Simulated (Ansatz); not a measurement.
A Zn vacancy in zincblende ZnS, 63 atoms, charge −2

All numbers come from Ansatz (PAW, plane waves, no spin–orbit coupling) at the single k point (¼, ¼, ¼) without its symmetry partners. The atoms were relaxed with PBEsol in a fixed cell; other functionals are single points on those atoms unless said otherwise. The valence top and gap of the host come from its small cell on a dense mesh, with the band extrema sought between the mesh points, lined up by the mean potential, PBEsol gap 2.09 eV, HSE06 gap 3.46 eV. The charge correction uses an assumed dielectric constant of 8.3.

Relaxed structure:

```
CELL_PARAMETERS angstrom
10.71254 0.00000 0.00000
0.00000 10.71254 0.00000
0.00000 0.00000 10.71254
ATOMIC_POSITIONS crystal
Zn 0.00046 0.00044 0.00002
Zn 0.00014 0.00008 0.50044
Zn 0.00021 0.50071 0.99997
Zn 0.00047 0.50038 0.50008
Zn 0.50075 0.00006 0.99982
Zn 0.50045 0.00033 0.50009
Zn 0.50040 0.50033 0.00012
Zn 0.25180 0.25167 0.00055
Zn 0.25579 0.25570 0.50619
Zn 0.25139 0.74961 0.99988
Zn 0.25540 0.74578 0.49450
Zn 0.74962 0.25136 0.99972
Zn 0.74591 0.25519 0.49423
Zn 0.74945 0.74934 0.99954
Zn 0.74425 0.74429 0.50519
Zn 0.25182 0.00078 0.25132
Zn 0.25134 0.00035 0.74917
Zn 0.25593 0.50641 0.25548
Zn 0.25535 0.49491 0.74520
Zn 0.74950 0.00026 0.25084
Zn 0.74911 0.00004 0.74867
Zn 0.74560 0.49477 0.25478
Zn 0.74430 0.50567 0.74386
Zn 0.00109 0.25166 0.25132
Zn 0.00031 0.25153 0.74924
Zn 0.00032 0.74935 0.25117
Zn 0.00015 0.74909 0.74878
Zn 0.50654 0.25576 0.25568
Zn 0.49506 0.25527 0.74522
Zn 0.49516 0.74531 0.25494
Zn 0.50561 0.74415 0.74399
S 0.12545 0.12531 0.12494
S 0.12505 0.12507 0.62459
S 0.12520 0.62494 0.12478
S 0.12623 0.62517 0.62473
S 0.62495 0.12515 0.12472
S 0.62528 0.12618 0.62468
S 0.62536 0.62513 0.12563
S 0.61783 0.61789 0.61748
S 0.37551 0.37541 0.12625
S 0.38098 0.38091 0.62017
S 0.37550 0.87527 0.12478
S 0.37509 0.87434 0.62487
S 0.87550 0.37526 0.12471
S 0.87435 0.37501 0.62481
S 0.87502 0.87487 0.12461
S 0.87454 0.87438 0.62400
S 0.37544 0.12649 0.37514
S 0.37551 0.12505 0.87503
S 0.38105 0.62050 0.38068
S 0.37503 0.62505 0.87398
S 0.87555 0.12496 0.37492
S 0.87490 0.12487 0.87446
S 0.87433 0.62506 0.37466
S 0.87462 0.62427 0.87413
S 0.12659 0.37542 0.37509
S 0.12515 0.37541 0.87513
S 0.12511 0.87549 0.37503
S 0.12497 0.87482 0.87447
S 0.62053 0.38104 0.38080
S 0.62519 0.37505 0.87390
S 0.62517 0.87430 0.37463
S 0.62442 0.87456 0.87413
```

Chemical potentials μ are those of reference phases of the elements at zero temperature by the same functional (the usual solids, diamond for C, grey Sn, and the molecules H2, N2, O2, F2, Cl2, Br2 and S8).

```
functional  E(defect) − E(host) − Σ nμ + q·E_VBM (eV)  monopole (eV)  alignment (eV)  formation energy at E_F = VBM (eV)  moment (μB)             wall time, shared host
    PBEsol                                       3.76           0.92            0.12                                4.80  0 (no spin)  5.7 s on NVIDIA H100 (relaxation)
     HSE06                                       5.27           0.92            0.16                                6.35  0 (no spin)                36 s on NVIDIA H100
```

(1) How does the monopole term follow by hand for this cubic cell?

HSE06 one-electron levels near the gap (the ten most localised at most), from the host's valence top, not corrected for the charge's images:

```tsv
level (eV)	spin	filling	atoms sharing it	element of the atom with most weight
-0.02	both	2.00	9.2	S
-0.02	both	2.00	9.3	S
```

All elements are taken at their own reference at once; growth conditions in equilibrium with the host shift these energies, by up to the host's formation enthalpy.

One k point and a cell of this size can leave errors of several tenths of an eV in such numbers.

Answers

(1) q²·α·e²/(4πε₀)/(2εL) with the Madelung constant α = 2.837 and e²/4πε₀ = 14.40 eV·Å: 4 × 2.837 × 14.40 / (2 × 8.3 × 10.713) = 0.92 eV.
